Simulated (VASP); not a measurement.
# Settings for BaTiO₃: self-consistent run

BaTiO₃, P4mm (no. 99), 5 atoms in the cell. PBEsol, spin-orbit coupling; PAW potentials Ba_sv, Ti_sv, O (PBE set). VASP 6.6.1. The cell is changed on purpose: last atom moved by 0.04 Å along z, cell strained by -1.0% along z.

Wanted: energy within 2 meV/atom.

What the run is for: energy; Accuracy asked: standard.

POSCAR:
```
BaTiO3
1.0
    3.9998000000      0.0000000000      0.0000000000
    0.0000000000      3.9998000000      0.0000000000
    0.0000000000      0.0000000000      3.9778200000
Ba Ti O
1 1 3
Direct
    0.0000000000      0.0000000000      0.0000000000
    0.5000000000      0.5000000000      0.4900000000
    0.0000000000      0.5000000000      0.5170000000
    0.5000000000      0.0000000000      0.5170000000
    0.5000000000      0.5000000000      0.0289552000
```

The series start from Plane-wave cutoff (eV): 520; k-point mesh: 6 × 6 × 6; Precision mode (PREC): Accurate; Electronic threshold (eV): 1e-6; Bands in all (NBANDS): 66; Aspherical gradient terms in the spheres (LASPH): yes; Highest l that the mixer handles (LMAXMIX): 4; Electronic algorithm: ALGO=Normal; Delay and inner steps: defaults; Density mixing: defaults. Each series keeps the choices made before it, and each single choice may use up half of a tolerance.

## Plane-wave cutoff (eV)

| Plane-wave cutoff (eV) | Energy less reference (meV/atom) | SCF iterations | Time (s) |
|---|---|---|---|
| 400 | -5.2 | 15 | 79 |
| 460 | 1.7 | 17 | 89 |
| 520 | 3.0 | 17 | 142 |
| 600 | 1.8 | 17 | 113 |
| 720 (reference) | 0.0 | 15 | 149 |

## k-point mesh

| k-point mesh | Energy less reference (meV/atom) | SCF iterations | Time (s) |
|---|---|---|---|
| 2 × 2 × 2 | 125.3 | 16 | 21 |
| 3 × 3 × 3 | 13.7 | 15 | 52 |
| 4 × 4 × 4 | 1.9 | 17 | 85 |
| 5 × 5 × 5 | 0.2 | 17 | 108 |
| 6 × 6 × 6 | 0.0 | 15 | 149 |
| 7 × 7 × 7 (reference) | 0.0 | 17 | 248 |

## Precision mode (PREC)

| Precision mode (PREC) | Energy less reference (meV/atom) | SCF iterations | Time (s) |
|---|---|---|---|
| Low | -0.3 | 17 | 64 |
| SingleN | -0.3 | 17 | 66 |
| Normal | 0.0 | 17 | 80 |
| Accurate (reference) | 0.0 | 17 | 108 |

## Electronic threshold (eV)

| Electronic threshold (eV) | Energy less reference (meV/atom) | SCF iterations | Time (s) |
|---|---|---|---|
| 0.001 | 0.0 | 13 | 46 |
| 0.0001 | 0.0 | 13 | 47 |
| 1e-5 | 0.0 | 14 | 49 |
| 1e-6 | 0.0 | 17 | 64 |
| 1e-7 | 0.0 | 18 | 59 |
| 1e-8 (reference) | 0.0 | 19 | 60 |

## Bands in all (NBANDS)

| Bands in all (NBANDS) | Energy less reference (meV/atom) | SCF iterations | Time (s) |
|---|---|---|---|
| 42 | 0.0 | 11 | 22 |
| 44 | 0.0 | 12 | 32 |
| 48 | 0.0 | 12 | 31 |
| 52 | 0.0 | 12 | 32 |
| 66 | 0.0 | 13 | 46 |
| 92 (reference) | 0.0 | 11 | 51 |

## Aspherical gradient terms in the spheres (LASPH)

| Aspherical gradient terms in the spheres (LASPH) | Energy less reference (meV/atom) | SCF iterations | Time (s) |
|---|---|---|---|
| yes | 0.0 | 11 | 22 |
| no | 0.1 | 11 | 25 |

## Highest l that the mixer handles (LMAXMIX)

| Highest l that the mixer handles (LMAXMIX) | Energy less reference (meV/atom) | SCF iterations | Time (s) |
|---|---|---|---|
| 4 | 0.0 | 11 | 22 |
| 2 | 0.0 | 11 | 26 |
| 6 | 0.0 | 11 | 26 |

## Electronic algorithm

| Electronic algorithm | Energy less reference (meV/atom) | SCF iterations | Time (s) |
|---|---|---|---|
| ALGO=Normal | 0.0 | 11 | 22 |
| ALGO=Fast | -0.1 | 15 | 39 |
| ALGO=VeryFast | 130.0 | 29 | 64 |
| ALGO=All ISEARCH=1 | 0.1 | 18 | 36 |
| ALGO=All ISEARCH=0 | 0.1 | 18 | 38 |
| ALGO=Damped TIME=0.4 | 0.6 | 38 | 58 |
| ALGO=Damped TIME=0.1 | 1.8 | 71 | 80 |

## Delay and inner steps

| Delay and inner steps | Energy less reference (meV/atom) | SCF iterations | Time (s) |
|---|---|---|---|
| defaults | 0.0 | 11 | 22 |
| NELMDL=-2 | -0.5 | 15 | 28 |
| NELMDL=-8 | 0.0 | 14 | 24 |
| NELMDL=-12 | 0.0 | 18 | 26 |
| NRMM=2 | 0.0 | 11 | 18 |
| NRMM=6 | 0.0 | 11 | 22 |
| WEIMIN=0.001 | 0.0 | 11 | 24 |

## Density mixing

| Density mixing | Energy less reference (meV/atom) | SCF iterations | Time (s) |
|---|---|---|---|
| defaults | 0.0 | 11 | 22 |
| MIXPRE=0 | 0.0 | 11 | 22 |
| AMIX=0.8 | -0.1 | 14 | 26 |
| BMIX=0.0001 | 0.0 | 13 | 28 |
| AMIX=0.4 IMIX=1 | 0.0 | 16 | 33 |
| BMIX=0.5 | 0.0 | 13 | 24 |
| WC=0 | 0.0 | 12 | 24 |

## Question

The rows run from the loosest to the tightest (no order: aspherical gradient terms in the spheres, highest l that the mixer handles, electronic algorithm, delay and inner steps, density mixing). For each series: choose the loosest value from which every tighter one stays within half of the tolerance; where there is no order, keep the first row unless others stay within half of the tolerance and take at least 30 % less time, and then take the fastest.

## Answer

- Plane-wave cutoff (eV): 720, the tightest run, since the next looser one is off by more than half of the tolerance (convergence isn't shown beyond it)
- k-point mesh: 5 × 5 × 5
- Precision mode (PREC): Low
- Electronic threshold (eV): 0.001
- Bands in all (NBANDS): 42
- Aspherical gradient terms in the spheres (LASPH): yes
- Highest l that the mixer handles (LMAXMIX): 4
- Electronic algorithm: ALGO=Normal
- Delay and inner steps: defaults
- Density mixing: defaults

## All choices together

| Input | Energy less reference (meV/atom) | Time (s) |
|---|---|---|
| the program's defaults (naive) | -3.8 | 14 |
| chosen settings | 0.0 | 22 |
| reference settings throughout | 0.0 | 245 |

The chosen settings stay within the tolerance of the reference run, but the reference itself isn't shown to be converged in: Plane-wave cutoff (eV).

## The input

INCAR:
```
ALGO = Normal ; EDIFF = 0.001
EFERMI = MIDGAP ; ENCUT = 720
GGA = PS ; GGA_COMPAT = F
ISIF = 2 ; ISMEAR = 0
KPAR = 4 ; LASPH = T
LCHARG = F ; LMAXMIX = 4
LORBIT = 11 ; LREAL = F
LSORBIT = T ; LWAVE = F
MAGMOM = 0 0 0 0 0 0 0 0 0 0 0 0 0 0 0 ; NBANDS = 42
NELM = 200 ; PREC = Low
SIGMA = 0.03
```

KPOINTS:
```
Automatic mesh
0
Gamma
  5 5 5
  0 0 0
```

Commands:
```
cat potpaw_PBE.64/Ba_sv/POTCAR potpaw_PBE.64/Ti_sv/POTCAR potpaw_PBE.64/O/POTCAR > POTCAR
mpirun -np 4 vasp_ncl > vasp.out
```

The chosen input took VASP 6.6.1 22 s on 4 cores (Intel Xeon 6975P-C (Granite Rapids)), a shared host.

## An input that fails: spin-orbit coupling in the collinear program

What the run shows: ERROR: Noncollinear calculations require that VASP is compiled without the flag -DNGXhalf and-DNGZhalf. You probably tried to run a noncollinear calculation (LNONCOLLINEAR=T) with the executable vasp_std. Use vasp_ncl ….

Changes against the starting input:
```
- NELM = 200
+ NELM = 93
- vasp_ncl
+ vasp_std
```
